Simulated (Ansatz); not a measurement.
**HfB2: response to strain**

Aim: deform HfB2 (equal xy, yz and zx engineering shear strains of -2 %) and compute stress, forces and field gradients with LAPW, PAW and all-electron datasets made for the crystal.

Program: Ansatz 0.2.0. Level of theory: DFT PBE, scalar-relativistic. These are calculated values, not measurements.

**1. The starting structure**

Symmetry: P6/mmm, No. 191, hexagonal system. Conventional cell: a = 3.140 Å, b = 3.140 Å, c = 3.480 Å, α = 90.00°, β = 90.00°, γ = 120.00°. Hf (site symmetry 6/mmm) has 12 B at 2.51 Å as nearest neighbours. B (site symmetry -6m2) is surrounded by 3 B at 1.81 Å and 6 Hf at 2.51 Å.

As a file:

```cif
data_structure
_symmetry_space_group_name_H-M 'P6/mmm'
_symmetry_Int_Tables_number 191
_cell_length_a 3.1400
_cell_length_b 3.1400
_cell_length_c 3.4800
_cell_angle_alpha 90.000
_cell_angle_beta 90.000
_cell_angle_gamma 120.000
_cell_volume 29.71
loop_
_atom_site_label
_atom_site_type_symbol
_atom_site_symmetry_multiplicity
_atom_site_Wyckoff_symbol
_atom_site_fract_x
_atom_site_fract_y
_atom_site_fract_z
_atom_site_occupancy
Hf1 Hf 1 a 0.00000 0.00000 0.00000 1
B1 B 2 d 0.33333 0.66667 0.50000 1
```

The file gives the conventional cell by its symmetry; the runs use the cell typed in the input.

Atoms are numbered in the order of the input: Hf1, B2, B3.

**2. After the deformation**

Space group P6/mmm before, P-1 after.

**3. All-electron LAPW**

Input file input.yaml:

```yaml
crystal:
  lattice:
    - [3.1400001005, -0.031400001, -0.031400001]
    - [-1.5971932488, 2.7350198554, -0.011493198]
    - [-0.0348, -0.0348, 3.48]
  atoms:
    - { symbol: Hf, position: [0.0, 0.0, 0.0] }
    - { symbol: B, position: [0.3333333333, 0.6666666667, 0.5] }
    - { symbol: B, position: [0.6666666667, 0.3333333333, 0.5] }
kpoints:
  mp_grid: { grid: [13, 13, 11] }
  band_path:
    path:
      - [0.0, 0.0, 0.0]
      - [0.0, 0.0, 0.5]
      - [-0.5, 0.5, 0.0]
      - [0.0, 0.0, 0.0]
      - [0.0, -0.5, 0.0]
      - [-0.5, 0.0, 0.5]
      - [0.0, 0.0, 0.0]
      - [-0.5, 0.0, 0.0]
      - [0.0, -0.5, 0.5]
    npoints: 5
scf:
  occupations: { method: fermi_dirac, width: 0.05 }
hamiltonian:
  xc: pbe
  pseudopotentials: { kind: all_electron, lapw: { basis_error: 0.0005 } }
output:
  forces: true
  stress: true
  eigenvalues: true
```

The run is started by

```console
ansatz run input.yaml --threads 1 --pin off --max-ram 6144MiB --backend cpu --events-out ev --progress --plain --runs-dir out
```

The program printed (excerpt; [...] marks lines left out):

```text
LAPW: plane waves up to 9.161 Å⁻¹, error target 5.0e-4 eV per atom; small_component_spin mean_spin; B in spheres of 0.899 Å, 5 of its electrons in bands, Dirac shells []; Hf in spheres of 1.380 Å, 42 of its electrons in bands, Dirac shells []
[...]
Pseudopotentials: kind: all_electron
Pseudopotential: Hf, LAPW, valence charge 42, Koelling and Harmon's equation, gaussian nucleus
Pseudopotential: B, LAPW, valence charge 5, Koelling and Harmon's equation, gaussian nucleus
Functional definition: PBE
[...]
Crystal: 3 atoms, lattice volume = 29.706 Å³
Basis set: ecut = 319.76587591973686 eV, 383 PW (Γ), exchange–correlation at level 2
Bands: 32, of which v1, the nominal top of the filled ones, is band 26 counted from 1 (25 counted from 0)
Symmetry: 2 space group operations
Space group: P-1 (ITA 2), of the structure as read, at distance tolerance 3.1e-5 Å
k-points: 930 of 1859
[...]
SCF iter   1: F=—  HF=-411606.932965 eV  |F-HF|=—  |Δ(HF+E_count)|=         —  Δρ=7.60e-2  dr2=3.26e0  ethr=6.27e-3  ⟨swp⟩=2.0  Hψ=184716  notcnv=0
[...]
the basis was enlarged: its passes take 389.1 KiB over the memory plan, 1 of 1 planned eigensolver slots
[...]
SCF iter   9: F=-411605.618709 eV  HF=-411605.618709 eV  |F-HF|=2.91e-10  |Δ(HF+E_count)|=   1.00e-7  Δρ=1.17e-5  dr2=3.43e-8  ethr=1.25e-9  ⟨swp⟩=2.2  Hψ=84912  notcnv=0
[...]
NSCF: frozen V_eff on 41 k-points
SCF converged after 9 iterations
Free energy (F): -411605.618709 eV
[...]
E sigma→0 (E₀):  -411605.617802 eV
Entropy (-TS):   -0.001813 eV (-0.604 meV/atom)
Fermi energy:    20.996104 eV
[...]
--- Forces (eV/Å), atoms counted from 1 ---
  atom   1  Hf     0.00000000     0.00000000     0.00000000
  atom   2  B     -0.03083689     0.00571361    -0.00747959
  atom   3  B      0.03083689    -0.00571361     0.00747959
[...]
--- Stress (GPa, compression-positive) ---
        1.743220       5.562784       5.407778
        5.562784       1.740068       5.401492
        5.407778       5.401492       1.923512
  P = ⅓ Tr σ = 1.8023 GPa (18.023 kbar)
--- Band table (eV; the first three rows and the last of 930) ---
[...]
```

Run time: 3 min. Hardware: 1 thread of Intel Xeon Platinum 8488C (Sapphire Rapids), shared host; peak memory 2.7 GiB.

Read from it: pressure 1.80 GPa; no gap; largest force 0.032 eV/Å.

**4. PAW on the default files**

Input file input.yaml:

```yaml
crystal:
  lattice:
    - [3.1400001005, -0.031400001, -0.031400001]
    - [-1.5971932488, 2.7350198554, -0.011493198]
    - [-0.0348, -0.0348, 3.48]
  atoms:
    - { symbol: Hf, position: [0.0, 0.0, 0.0] }
    - { symbol: B, position: [0.3333333333, 0.6666666667, 0.5] }
    - { symbol: B, position: [0.6666666667, 0.3333333333, 0.5] }
kpoints:
  mp_grid: { grid: [13, 13, 11] }
scf:
  occupations: { method: fermi_dirac, width: 0.05 }
hamiltonian:
  xc: pbe
  pseudopotentials: { kind: paw }
output:
  forces: true
  stress: true
  eigenvalues: true
  efg: { contact_densities: true }
  write_density: true
  write_potential: true
  elf: true
  volumetric_format: npy
```

The run is started by

```console
ansatz run input.yaml --threads 1 --pin off --max-ram 6144MiB --backend cpu --events-out ev --progress --plain --runs-dir out
```

The program printed (excerpt; [...] marks lines left out):

```text
Hf: output.efg is read without spin–orbit coupling, which moves field gradients at and beside such atoms by some per cent and up to a factor of two; PAW files take it under magnetization.noncollinear and magnetization.spin_orbit
[...]
Pseudopotentials: kind: paw
Pseudopotential: Hf, paw, valence charge 26, recommended cutoff 420 eV (normal)
Pseudopotential: B, paw, valence charge 3, recommended cutoff 420 eV (normal)
Functional definition: PBE
[...]
Crystal: 3 atoms, lattice volume = 29.706 Å³
Basis set: ecut = 420 eV, 565 PW (Γ), exchange–correlation on 48×48×48 points (8 copies of the dense FFT grid, shifted against one another)
Bands: 20, of which v1, the nominal top of the filled ones, is band 16 counted from 1 (15 counted from 0)
Symmetry: 2 space group operations
Space group: P-1 (ITA 2), of the structure as read, at distance tolerance 3.1e-5 Å
k-points: 930 of 1859
[...]
        1.685667       5.564926       5.407365
        5.564926       1.682223       5.401028
        5.407365       5.401028       1.782091
  P = ⅓ Tr σ = 1.7167 GPa (17.167 kbar)
--- PAW observables at the nuclei: V_zz in 10²¹ V/m², potentials from the cell's mean, atoms counted from 1 ---
  atom   1  Hf V_zz =   +12.815928   η = 0.5795   by run symmetry: allowed
            electrostatic potential = -14184.335778 V   contact ρ = 7528549.392429 e/Å³
  atom   2  B  V_zz =    -0.172069   η = 0.0832   by run symmetry: allowed
            electrostatic potential = -336.184712 V   contact ρ = 485.971812 e/Å³
  atom   3  B  V_zz =    -0.172069   η = 0.0832   by run symmetry: allowed
            electrostatic potential = -336.184712 V   contact ρ = 485.971812 e/Å³
--- Band table (eV; the first three rows and the last of 930) ---
  k-point 0: bands = ["-41.2671", "-10.1374", "-9.6711", "-9.6341", "6.7655", "8.7578", "8.7761", "8.7847", "8.7890", "8.7977", "8.8006", "8.8888", "17.4535", "17.5383", "17.7180", "17.7806", "24.3950", "24.4731", "25.1463", "25.2444"]
[...]
```

Run time: 23 s. Hardware: 1 thread of Intel Xeon Platinum 8488C (Sapphire Rapids), shared host; peak memory 0.8 GiB.

This run gives: pressure 1.72 GPa; no gap; largest force 0.032 eV/Å; Vzz Hf1 12.82 (η = 0.58), B2 -0.17 (η = 0.08) (10²¹ V/m²).

Density in a lattice plane of the grid's cell (edges 3.14 and 3.17 Å, at 0.500 of the third edge), which holds B.

Ten even steps from ' ' (0.16 e/Å³) to '@' (0.81 e/Å³):
```
        ..::--==**##%%%%@@%%##++==--::..        
    ....::--==++##%%@@@@@@%%**++==::....        
  ....::--==++##%%%%@@@@@@##**++--::......      
..::::--==++####%%##%%%%%%##**++--::::..........
::--==++**####**++==++**####**++==--::::......::
====++######**==::::++**%%##**++==------::::----
++**##%%%%##++--::--**%%%%##**++++============++
##%%%%@@@@##++====**%%@@%%%%##******++++++******
%%@@@@@@@@%%****##%%@@@@%%%%%%##############%%%%
@@@@@@@@%%%%##%%%%@@%%%%%%%%%%@@%%%%##%%%%@@@@@@
%%%%%%##############%%%%%%@@@@%%##****%%@@@@@@@@
##******++++++******##%%%%@@%%**====++##@@@@%%%%
++++============++++**##%%%%**--::--++##%%%%##**
==----::::------==++**##%%**++::::==**######++==
::::......::::--==++**####**++==++**####**++==--
............::::--++**##%%%%%%##%%####++==--::::
        ......::--++**##@@@@@@%%%%##++==--::....
          ....::==++**%%@@@@@@%%##++==--::....  
          ..::--==++##%%@@%%%%##**==--::..      
        ....::--++**##%%%%%%##**++--::....      
```
Columns run along the first of these edges and rows up along the second, over one cell in 24 and 20 even steps from the bottom left corner. Atoms in the plane (fractional): B at (0.33, 0.67), B at (0.67, 0.33).

ELF in the same plane.

Ten even steps from ' ' (0.01) to '@' (0.86):
```
::::::--==++**##%%@@@@@@@@@@%%%%##**++==--::::::
::::--==++****####%%%%%%%%%%####****++==--::::::
----==++++********++++++**********++++==--------
==++++****++++==--::::----++********++====----==
++********==::..      ..::==**##******++++==++++
########++--..        ..--**########****++++****
%%%%%%##==::        ..--**##%%%%%%##********####
@@@@%%##==::      ..--**%%%%@@%%%%##******##%%%%
@@@@%%##==::....::--**%%@@@@@@%%##**++++**##%%@@
@@@@%%##++--::--++##%%@@@@@@%%##++--::--++##%%@@
@@@@%%##**++++**##%%@@@@@@%%**--::....::==##%%@@
@@%%%%##******##%%%%@@%%%%**--..      ::==##%%@@
%%####********##%%%%%%##**--..        ::==##%%%%
##****++++****########**--..        ..--++######
++++++==++++******##**==::..      ..::==********
====----====++********++----::::--==++++****++++
----------==++++**********++++++********++++==--
::::::::--==++****####%%%%%%%%%%####****++==--::
::::::::--==++**##%%%%@@@@@@@@@@%%##**++==--::::
..::::::--==++##%%@@@@@@@@@@@@@@%%##++==--::::::
```
Columns run along the first of these edges and rows up along the second, over one cell in 24 and 20 even steps from the bottom left corner. Atoms in the plane (fractional): B at (0.33, 0.67), B at (0.67, 0.33).

Both are smooth fields of the valence electrons: close to the nuclei they are not physical.

Outside the cores ELF peaks at 0.86 on the B–B line, 0.9 Å from B.

**5. Datasets made for this crystal**

input.yaml, as its differences from that of step 4:

```diff
@@ -15,3 +15,3 @@
   xc: pbe
-  pseudopotentials: { kind: paw }
+  pseudopotentials: { kind: all_electron, datasets: crystal }
 output:
@@ -21,5 +21 @@
   efg: { contact_densities: true }
-  write_density: true
-  write_potential: true
-  elf: true
-  volumetric_format: npy
```

The run is started by

```console
ansatz run input.yaml --threads 1 --pin off --max-ram 6144MiB --backend cpu --events-out ev --progress --plain --runs-dir out
```

The program printed (excerpt; [...] marks lines left out):

```text
[...]
Hf: output.efg is read without spin–orbit coupling, which moves field gradients at and beside such atoms by some per cent and up to a factor of two; PAW files take it under magnetization.noncollinear and magnetization.spin_orbit
[...]
Pseudopotentials: kind: all_electron
Pseudopotential: Hf, paw, valence charge 26, recommended cutoff 400 eV (normal), Koelling and Harmon's equation, gaussian nucleus
Pseudopotential: B, paw, valence charge 3, recommended cutoff 400 eV (normal), Koelling and Harmon's equation, gaussian nucleus
Functional definition: PBE
[...]
Crystal: 3 atoms, lattice volume = 29.706 Å³
Basis set: ecut = 400 eV, 551 PW (Γ), exchange–correlation on 48×48×48 points (8 copies of the dense FFT grid, shifted against one another)
Bands: 20, of which v1, the nominal top of the filled ones, is band 16 counted from 1 (15 counted from 0)
Symmetry: 2 space group operations
[...]
--- Stress (GPa, compression-positive) ---
        1.742114       5.562741       5.407808
        5.562741       1.739073       5.401516
        5.407808       5.401516       1.924802
  P = ⅓ Tr σ = 1.8020 GPa (18.020 kbar)
--- PAW observables at the nuclei: V_zz in 10²¹ V/m², potentials from the cell's mean, atoms counted from 1 ---
  atom   1  Hf V_zz =   +13.141580   η = 0.5654   by run symmetry: allowed
            electrostatic potential = -14184.337615 V   contact ρ = 7525144.714986 e/Å³
  atom   2  B  V_zz =    -0.178280   η = 0.2587   by run symmetry: allowed
            electrostatic potential = -336.232987 V   contact ρ = 485.994225 e/Å³
  atom   3  B  V_zz =    -0.178280   η = 0.2587   by run symmetry: allowed
            electrostatic potential = -336.232987 V   contact ρ = 485.994225 e/Å³
--- Band table (eV; the first three rows and the last of 930) ---
  k-point 0: bands = ["-40.8796", "-9.7447", "-9.2824", "-9.2459", "7.1566", "9.1498", "9.1640", "9.1761", "9.1799", "9.1879", "9.1906", "9.2758", "17.8418", "17.9265", "18.1051", "18.1712", "24.7871", "24.8651"]
[...]
```

It took 2 min on 1 thread of Intel Xeon Platinum 8488C (Sapphire Rapids), shared host; peak memory 2.2 GiB.

Result: pressure 1.80 GPa; no gap; largest force 0.032 eV/Å; Vzz Hf1 13.14 (η = 0.57), B2 -0.18 (η = 0.26) (10²¹ V/m²).

**6. Stress and forces compared**

Stress (GPa, compression positive):

| method | xx | yy | zz | yz | xz | xy |
| --- | --- | --- | --- | --- | --- | --- |
| LAPW | 1.74 | 1.74 | 1.92 | 5.40 | 5.41 | 5.56 |
| PAW | 1.69 | 1.68 | 1.78 | 5.40 | 5.41 | 5.56 |
| crystal datasets | 1.74 | 1.74 | 1.92 | 5.40 | 5.41 | 5.56 |

Forces (eV/Å):

| atom | LAPW x | LAPW y | LAPW z | PAW x | PAW y | PAW z | crystal datasets x | crystal datasets y | crystal datasets z |
| --- | --- | --- | --- | --- | --- | --- | --- | --- | --- |
| Hf1 | 0.000 | 0.000 | 0.000 | 0.000 | 0.000 | 0.000 | 0.000 | 0.000 | 0.000 |
| B2 | -0.031 | 0.006 | -0.007 | -0.030 | 0.006 | -0.008 | -0.031 | 0.006 | -0.007 |
| B3 | 0.031 | -0.006 | 0.007 | 0.030 | -0.006 | 0.008 | 0.031 | -0.006 | 0.007 |

| method | pressure (GPa) | largest force (eV/Å) | Vzz Hf1 (10²¹ V/m²) | Vzz B2 (10²¹ V/m²) | SCF cycles, all passes |
| --- | --- | --- | --- | --- | --- |
| LAPW | 1.80 | 0.032 | – | – | 9 |
| PAW | 1.72 | 0.032 | 12.82 | -0.17 | 6 |
| crystal datasets | 1.80 | 0.032 | 13.14 | -0.18 | 9 |

**7. Results**

| quantity | value |
| --- | --- |
| pressure | LAPW 1.80, PAW 1.72, crystal datasets 1.80 GPa |
| largest shear or deviatoric stress (LAPW) | 5.56 GPa |

What this shows: The largest part of the stress beyond the pressure is 5.56 GPa in size, in the xy component; the atoms are carried along and not relaxed. No run of the undeformed cell stands beside it, so the pressure holds what the given cell had before the change. PAW: stress within 0.14 GPa of LAPW, forces within 1 meV/Å. Crystal datasets: stress within 0.01 GPa of LAPW, forces within 1 meV/Å. Spin-orbit coupling is left out, though the cell holds Hf; in elements this heavy it can shift bands and gaps by tenths of an eV.
